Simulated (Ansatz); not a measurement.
Ionic part of the dielectric constant of HfO2 at 40 GPa, mode by mode

Method: DFT PBE, scalar-relativistic, plane waves, PAW in Ansatz. Cutoff 420 eV, 8×8×8 k-points (Γ-centred), fixed occupations. No spin polarisation. Phonons by linear response, acoustic sum rule imposed.

It takes space group Fm-3m (No. 225, cubic). The conventional cell has a = 4.889 Å, b = 4.889 Å, c = 4.889 Å, α = 90.00°, β = 90.00°, γ = 90.00°. Hf (site symmetry m-3m) is surrounded by 8 O at 2.12 Å. O (site symmetry -43m) has 4 Hf at 2.12 Å as nearest neighbours.

Spin–orbit coupling is left out, which matters for heavy elements. Other phases may be more stable at this pressure.

The primitive cell has V = 29.22 Å³ and ε∞,xx = 5.270. Each polar mode adds Δε = (4.92064×10⁷/V)·S/ν² along x, with S its oscillator strength in e²/amu, ν in cm⁻¹ and V in Å³.

Task: From these modes, find each Δε and ε0,xx.
| ν (cm⁻¹) | S_xx (e²/amu) |
| --- | --- |
| 338.1 | 1.157 |

Result:
```json
{"ν (cm⁻¹)": "338.1", "Δε": "17.04"}
```

The sum is 17.039, so ε0,xx = 22.31; the run's tensor has 22.31.

Task: Where do the longitudinal modes lie for a wave vector along x?

Result: At 696 cm⁻¹. The Lyddane–Sachs–Teller product Π(ν_LO/ν_TO)² = 4.23 matches ε0/ε∞ = 4.23.

This fluorite-type form isn't the usual stable structure of the compound at low pressure.

Cost: 1 run of about 0.25 core-minutes, on AMD EPYC 9R45 (Zen 5) (shared hosts).